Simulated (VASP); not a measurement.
**AlN (rocksalt): a PBEsol single-point calculation in VASP**

INCAR

```
LCHARG = .FALSE.
ISIF = 2
LREAL = .FALSE.
LWAVE = .FALSE.
ISMEAR = 0
IBRION = -1
GGA = PS
NSW = 0
NBANDS = 11
PREC = Accurate
SIGMA = 0.01
ENCUT = 520
EDIFF = 1E-7
NELM = 120
LASPH = .TRUE.
```

KPOINTS

```
KPOINTS created by Atomic Simulation Environment
0
Gamma
10 10 10
0 0 0
```

KPOINTS_OPT

```
special points
6
Reciprocal
0.0000000000 0.0000000000 0.0000000000 1
0.5000000000 0.0000000000 0.5000000000 1
0.5000000000 0.2500000000 0.7500000000 1
0.3750000000 0.3750000000 0.7500000000 1
0.5000000000 0.5000000000 0.5000000000 1
0.6250000000 0.2500000000 0.6250000000 1
```

POSCAR

```
Al N
 1.0000000000000000
     0.0000000000000000    2.0188684536385382    2.0188684536385382
     2.0188684536385382    0.0000000000000000    2.0188684536385382
     2.0188684536385382    2.0188684536385382    0.0000000000000000
 Al  N
   1   1
Cartesian
 -0.0000000000000000 -0.0000000000000000  0.0000000000000000
  2.0188684536385382  2.0188684536385382  2.0188684536385382
```

VASP ran with the recommended PBE PAW datasets (8 valence electrons in the cell).

Command

```
mpirun -np 1 vasp_std
```

OSZICAR

```
N       E                     dE             d eps       ncg     rms          rms(c)
DAV:   1     0.108866961459E+02    0.10887E+02   -0.40020E+03  1050   0.622E+02
DAV:   2    -0.162892497944E+02   -0.27176E+02   -0.26035E+02  1257   0.142E+02
DAV:   3    -0.170643643490E+02   -0.77511E+00   -0.77362E+00  1257   0.221E+01
DAV:   4    -0.170673197443E+02   -0.29554E-02   -0.29552E-02  1166   0.146E+00
DAV:   5    -0.170673435682E+02   -0.23824E-04   -0.23824E-04  1214   0.129E-01    0.731E+00
DAV:   6    -0.154895230946E+02    0.15778E+01   -0.67154E+00  1133   0.136E+01    0.274E+00
DAV:   7    -0.154620086492E+02    0.27514E-01   -0.15886E-01  1166   0.287E+00    0.176E+00
DAV:   8    -0.154487395934E+02    0.13269E-01   -0.13452E-02  1088   0.103E+00    0.345E-01
DAV:   9    -0.154484411418E+02    0.29845E-03   -0.13016E-03  1187   0.216E-01    0.156E-01
DAV:  10    -0.154484628151E+02   -0.21673E-04   -0.64689E-05  1160   0.592E-02    0.366E-02
DAV:  11    -0.154484598231E+02    0.29921E-05   -0.74666E-06  1214   0.160E-02    0.591E-03
DAV:  12    -0.154484596052E+02    0.21787E-06   -0.26770E-07  1000   0.439E-03    0.901E-04
DAV:  13    -0.154484595796E+02    0.25555E-07   -0.38142E-09   637   0.401E-04
   1 F= -.15448460E+02 E0= -.15448460E+02  d E =-.513185E-25
       N       E                     dE             ncg
DAV:   1     0.753660234810E+03   -0.15788E+04      132
DAV:   2     0.607211344788E+03   -0.14645E+03      185
DAV:   3     0.603438208036E+03   -0.37731E+01      162
DAV:   4     0.603419982180E+03   -0.18226E-01      164
DAV:   5     0.603419818799E+03   -0.16338E-03      153
DAV:   6     0.603419816537E+03   -0.22618E-05      164
DAV:   7     0.603419816504E+03   -0.32963E-07      145
```

From OUTCAR

```
k-points           NKPTS =     47   k-points in BZ     NKDIM =     47   number of bands    NBANDS=     11

   NELECT =       8.0000    total number of electrons

   dimension x,y,z NGX =    24 NGY =   24 NGZ =   24
   dimension x,y,z NGXF=    48 NGYF=   48 NGZF=   48

  energy-cutoff  :      520.00
  volume of cell :       16.46
      direct lattice vectors                 reciprocal lattice vectors
     0.000000000  2.018868454  2.018868454    -0.247663486  0.247663486  0.247663486
     2.018868454  0.000000000  2.018868454     0.247663486 -0.247663486  0.247663486
     2.018868454  2.018868454  0.000000000     0.247663486  0.247663486 -0.247663486

 k-points in reciprocal lattice and weights: KPOINTS created by Atomic Simulation Env
   0.00000000  0.00000000  0.00000000       0.001
   0.10000000  0.00000000  0.00000000       0.008
   0.20000000  0.00000000  0.00000000       0.008
   0.30000000  0.00000000  0.00000000       0.008
   0.40000000  0.00000000  0.00000000       0.008
   0.50000000  0.00000000  0.00000000       0.004
   0.10000000  0.10000000  0.00000000       0.006
   0.20000000  0.10000000  0.00000000       0.024
   ...

 E-fermi :  10.0087

 k-point     1 :       0.0000    0.0000    0.0000
  band No.  band energies     occupation
      1      -7.6478      2.00000
      2       9.9400      2.00000
      3       9.9400      2.00000
      4       9.9400      2.00000
      5      15.6691      0.00000
      6      21.9789      0.00000
      7      21.9789      0.00000
      8      21.9789      0.00000
      9      27.0692      0.00000
     10      27.6582      0.00000
     11      27.6582      0.00000

 k-point     2 :       0.1000    0.0000    0.0000
  band No.  band energies     occupation
      1      -7.4404      2.00000
      2       8.9168      2.00000
      3       9.8149      2.00000
      4       9.8149      2.00000
      5      16.2877      0.00000
      6      21.0760      0.00000
      7      22.2830      0.00000
      8      22.2830      0.00000
      9      26.0964      0.00000
     10      26.0964      0.00000
     11      28.1189      0.00000

 k-point     3 :       0.2000    0.0000    0.0000
  band No.  band energies     occupation
      1      -6.8370      2.00000
      2       6.7578      2.00000
      3       9.5118      2.00000
      4       9.5118      2.00000
      5      16.8833      0.00000
      6      20.6267      0.00000
      7      22.4891      0.00000
      8      22.4891      0.00000
      9      25.4923      0.00000
     10      25.4923      0.00000
     11      27.4824      0.00000

 k-point     4 :       0.3000    0.0000    0.0000
  band No.  band energies     occupation
      1      -5.9095      2.00000
      2       4.4050      2.00000
      3       9.1765      2.00000
      4       9.1765      2.00000
      5      16.5644      0.00000
      6      21.6371      0.00000
      7      21.7772      0.00000
      8      21.7772      0.00000
      9      26.6401      0.00000
     10      26.9680      0.00000
     11      26.9680      0.00000

 k-point     5 :       0.4000    0.0000    0.0000
  band No.  band energies     occupation
      1      -4.8726      2.00000
      2       2.4196      2.00000
      3       8.9304      2.00000
      4       8.9304      2.00000
      5      16.1578      0.00000
      6      21.1156      0.00000
      7      21.1156      0.00000
      8      22.8034      0.00000
      9      26.0856      0.00000
     10      29.1907      0.00000
     11      29.1907      0.00000

 k-point     6 :       0.5000    0.0000    0.0000
  band No.  band energies     occupation
      1      -4.3297      2.00000
      2       1.5471      2.00000
      3       8.8414      2.00000
      4       8.8414      2.00000
      5      16.0092      0.00000
      6      20.8773      0.00000
      7      20.8773      0.00000
      8      23.2581      0.00000
      9      25.9394      0.00000
     10      30.5136      0.00000
     11      30.5136      0.00000

 k-point     7 :       0.1000    0.1000    0.0000
  band No.  band energies     occupation
      1      -7.3719      2.00000
      2       9.0016      2.00000
      3       9.5656      2.00000
      4       9.5656      2.00000
      5      16.5511      0.00000
      6      20.4132      0.00000
      7      22.6067      0.00000
      8      22.6067      0.00000
      9      24.3678      0.00000
     10      27.9825      0.00000
     11      29.3660      0.00000

 k-point     8 :       0.2000    0.1000    0.0000
  band No.  band energies     occupation
      1      -6.9015      2.00000
      2       7.3986      2.00000
      3       9.1848      2.00000
      4       9.3167      2.00000
      5      17.3426      0.00000
      6      19.5940      0.00000
      7      22.2862      0.00000
      8      23.1085      0.00000
      9      23.8930      0.00000
     10      27.3357      0.00000
     11      29.0203      0.00000

 k-point     9 :       0.3000    0.1000    0.0000
  band No.  band energies     occupation
      1      -6.0804      2.00000
      2       5.2097      2.00000
      3       8.8375      2.00000
      4       8.8992      2.00000
      5      17.2895      0.00000
      6      20.3833      0.00000
      7      21.0112      0.00000
      8      22.7586      0.00000
      9      25.3515      0.00000
     10      28.0889      0.00000
     11      28.3682      0.00000

 k-point    10 :       0.4000    0.1000    0.0000
  band No.  band energies     occupation
      1      -5.0593      2.00000
      2       3.1368      2.00000
      3       8.4390      2.00000
      4       8.6365      2.00000
      5      16.8968      0.00000
      6      20.1821      0.00000
      7      21.9521      0.00000
      8      21.9736      0.00000
      9      26.8380      0.00000
     10      28.1928      0.00000
     11      29.9042      0.00000

 k-point    11 :       0.5000    0.1000    0.0000
  band No.  band energies     occupation
      1      -4.2780      2.00000
      2       1.8423      2.00000
      3       8.0976      2.00000
      4       8.6322      2.00000
      5      16.7237      0.00000
      6      19.8805      0.00000
      7      21.4189      0.00000
      8      23.0098      0.00000
      9      27.2128      0.00000
     10      29.3409      0.00000
     11      30.7734      0.00000

 k-point    12 :      -0.4000    0.1000    0.0000
  band No.  band energies     occupation
      1      -4.4647      2.00000
      2       2.1372      2.00000
      3       7.9634      2.00000
      4       8.8228      2.00000
      5      16.8169      0.00000
      6      20.1083      0.00000
      7      21.2928      0.00000
      8      22.8399      0.00000
      9      27.4434      0.00000
     10      29.0068      0.00000
     11      30.0076      0.00000

 k-point    13 :      -0.3000    0.1000    0.0000
  band No.  band energies     occupation
      1      -5.4053      2.00000
      2       3.7883      2.00000
      3       8.0776      2.00000
      4       9.1580      2.00000
      5      17.1512      0.00000
      6      20.7871      0.00000
      7      21.6579      0.00000
      8      21.6645      0.00000
      9      26.4673      0.00000
     10      27.9056      0.00000
     11      29.0828      0.00000

 k-point    14 :      -0.2000    0.1000    0.0000
  band No.  band energies     occupation
      1      -6.3877      2.00000
      2       5.9398      2.00000
      3       8.4545      2.00000
      4       9.5342      2.00000
      5      17.5185      0.00000
      6      20.2158      0.00000
      7      21.9085      0.00000
      8      22.5025      0.00000
      9      24.3681      0.00000
     10      27.3772      0.00000
     11      28.6909      0.00000

 k-point    15 :      -0.1000    0.1000    0.0000
  band No.  band energies     occupation
      1      -7.1013      2.00000
      2       7.8788      2.00000
      3       9.1175      2.00000
      4       9.7999      2.00000
      5      17.0308      0.00000
      6      20.2111      0.00000
      7      22.6015      0.00000
      8      22.7001      0.00000
      9      24.2127      0.00000
     10      26.3986      0.00000
     11      28.9833      0.00000

 k-point    16 :       0.2000    0.2000    0.0000
  band No.  band energies     occupation
      1      -6.5740      2.00000
      2       7.1156      2.00000
      3       8.7303      2.00000
      4       8.7303      2.00000
      5      17.8702      0.00000
      6      18.1942      0.00000
      7      21.4201      0.00000
      8      24.0352      0.00000
      9      24.0352      0.00000
     10      28.9343      0.00000
     11      31.1145      0.00000

 ...

  Total        0.1428357      0.1428357      0.1428357     -0.0000000     -0.0000000     -0.0000000
  in kB       13.9057174     13.9057174     13.9057174     -0.0000000     -0.0000000     -0.0000000
  external PRESSURE =      13.9057174 kB  Pullay stress =       0.0000000 kB

 POSITION                                       TOTAL-FORCE (eV/Angst)
 -----------------------------------------------------------------------------------
      0.00000      0.00000      0.00000         0.000000     -0.000000      0.000000
      2.01887      2.01887      2.01887        -0.000000      0.000000      0.000000
 -----------------------------------------------------------------------------------
    total drift:                               -0.000000     -0.000000      0.000000

  FREE ENERGIE OF THE ION-ELECTRON SYSTEM (eV)
  ---------------------------------------------------
  free  energy   TOTEN  =       -15.4484595796 eV

  energy  without entropy=      -15.4484595796  energy(sigma->0) =      -15.44845958
```

- gap between bands v and c: 4.59 eV
- least direct gap: 5.73 eV
- pressure: 1.4 GPa

Band v is the last that the valence electrons fill when counted band by band, and c is the next.

The run took about 9.4 s on one core of a shared host (Intel Xeon Platinum 8488C) and held 0.14 GiB at most.
